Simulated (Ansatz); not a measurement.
Space group P4/mmm (No. 123). a = 3.898 Å, b = 3.898 Å, c = 8.325 Å, α = 90.00°, β = 90.00°, γ = 90.00°
```
atom site symmetry x y z
  Ti    1b     4/mmm  0.0000  0.0000  0.5000
  Ti    1c     4/mmm  0.5000  0.5000  0.0000
  Ti    1d     4/mmm  0.5000  0.5000  0.5000
  Al    4i      2mm.  0.0000  0.5000  0.2513
  Al    1a     4/mmm  0.0000  0.0000  0.0000
```

Equation of state of this Ti₃Al₅ structure (not necessarily the ground state), with shape and atoms relaxed at each volume where symmetry leaves them free. It has no gap at any of these volumes. Theory: DFT r2SCAN, scalar-relativistic, plane waves, PAW in Ansatz.

Settings: cutoff 500 eV, Γ-centred mesh 10×10×4 on the computed 8-atom cell, Gaussian smearing of 0.10 eV; no spin polarisation.

| V (Å³/atom) | E − E(largest V) (meV/atom) | P (GPa) |
| --- | --- | --- |
| 13.916 | 52.93 | 19.23 |
| 14.391 | 5.01 | 13.29 |
| 14.865 | -26.58 | 8.19 |
| 15.339 | -44.10 | 3.79 |
| 15.814 | -49.51 | 0.00 |
| 16.288 | -44.49 | -3.27 |
| 16.763 | -30.49 | -6.08 |
| 17.395 | 0.00 | -9.22 |

Q: Fit a third-order Birch–Murnaghan equation to E(V).

A: V0 = 15.81 Å³/atom, B0 = 117 GPa, B0' = 4.0.